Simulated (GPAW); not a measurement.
The system is Ti.

```
Ti
1.0
    -1.64100    1.64100    1.64100
     1.64100   -1.64100    1.64100
     1.64100    1.64100   -1.64100
Ti
1
Direct
  0.00000 0.00000 0.00000
```

This isn't the form of Ti at room conditions, which is hcp.

- Program: GPAW 26.7.0
- Task: relaxation of cell and atoms
- Functional: PBEsol
- Dispersion: D4
- Potentials or basis: PAW data sets generated in the run's folder for this functional
- Cutoff: 600 eV
- Basis: pw
- k mesh: 11 × 11 × 11
- Occupations: fermi-dirac, width 0.05 eV
- Spin: no spin polarisation

At the start: pressure -8.2 GPa; volume 17.68 Å³/atom.

Problem. How do energy, volume and symmetry change on relaxing?

Solution. Over 4 steps the energy falls by 31.6 meV/atom and the volume is 16.30 Å³/atom (-7.8 %); space group Im-3m (No. 229, to 0.05 Å).

The path:
```csv
step,energy change (eV),largest force (eV/Å),pressure (GPa),volume (Å³)
1,0.0000,0.0000,-8.23,17.68
2,-0.0244,0.0000,-4.58,17.00
3,-0.0314,0.0000,0.33,16.26
4,-0.0316,0.0000,-0.01,16.30
```

Final structure:
```
Ti
1.0
    -1.59736    1.59736    1.59736
     1.59736   -1.59736    1.59736
     1.59736    1.59736   -1.59736
Ti
1
Direct
  0.00000 0.00000 0.00000
```

Caveat: later steps reuse the first step's grids; pairwise dispersion overbinds metals, which lowers pressure and volume.
